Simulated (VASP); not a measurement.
Wanted: the native input for a VASP 6.6.1 run.

```yaml
Task: single point
Functional: HSE06
Potentials_or_basis: VASP PAW PBE potentials, release 64 (In_d)
Cutoff: 520 eV
k_mesh: 5 × 5 × 5
Occupations: gaussian, width 0.05 eV
Spin: no spin polarisation
Dipole_correction: no
Exchange_at_q_=_0: truncated
Grid_for_exact_exchange_PRECFOCK: Normal
Screening_parameter: 0.2079 1/A
Further_INCAR_settings: ALGO = Normal; EDIFF = 1e-07; NBANDS = 12
```

In:

```
In
1.0
    -1.88253    1.88253    1.88253
     1.88253   -1.88253    1.88253
     1.88253    1.88253   -1.88253
In
1
Cartesian
  0.0000 0.0000 0.0000
```

This isn't the form of In at room conditions, which is tetragonal.

These files were run (other wordings do the same):

POSCAR

```
In
1.0
   -1.8825252400      1.8825252400      1.8825252400
    1.8825252400     -1.8825252400      1.8825252400
    1.8825252400      1.8825252400     -1.8825252400
In
1
Direct
    0.0000000000      0.0000000000      0.0000000000
```

INCAR.step1

```
PREC = Accurate
ENCUT = 520
EDIFF = 1E-5
ISMEAR = 0
SIGMA = 0.05
LREAL = F
LASPH = T
NELM = 100
ALGO = Normal
ISIF = 2
LWAVE = T
LCHARG = F
NBANDS = 12
GGA = PE
```

INCAR.step2

```
PREC = Accurate
ENCUT = 520
EDIFF = 1E-7
ISMEAR = 0
SIGMA = 0.05
LREAL = F
LASPH = T
NELM = 100
ALGO = Normal
ISIF = 2
LWAVE = F
LCHARG = F
GGA = PE
LHFCALC = T
HFSCREEN = 0.2079
PRECFOCK = Normal
NBANDS = 12
ISTART = 1
```

KPOINTS

```
Automatic mesh
0
Gamma
  5 5 5
```

Potentials or basis: VASP PAW PBE potentials, release 64 (In_d).

Launch:

```console
$ cat potpaw_PBE.64/In_d/POTCAR > POTCAR
$ cp INCAR.step1 INCAR
$ mpirun -np 1 vasp_std > vasp.out
$ cp INCAR.step2 INCAR
$ mpirun -np 1 vasp_std > vasp.out
```

It gave:

The pressure is -0.6 GPa and the band gap on the k mesh is none (metal or under the smearing width).

Caveat: the k mesh is coarse (spacing up to 0.47 Å⁻¹), so the values aren't converged, least of all with exact exchange; the PAW data sets were made with another functional, which shifts forces and pressure a little.

It took 5 min on 1 thread of AMD EPYC 9R14 (Zen 4), with other jobs on the host, peak memory 0.22 GiB.
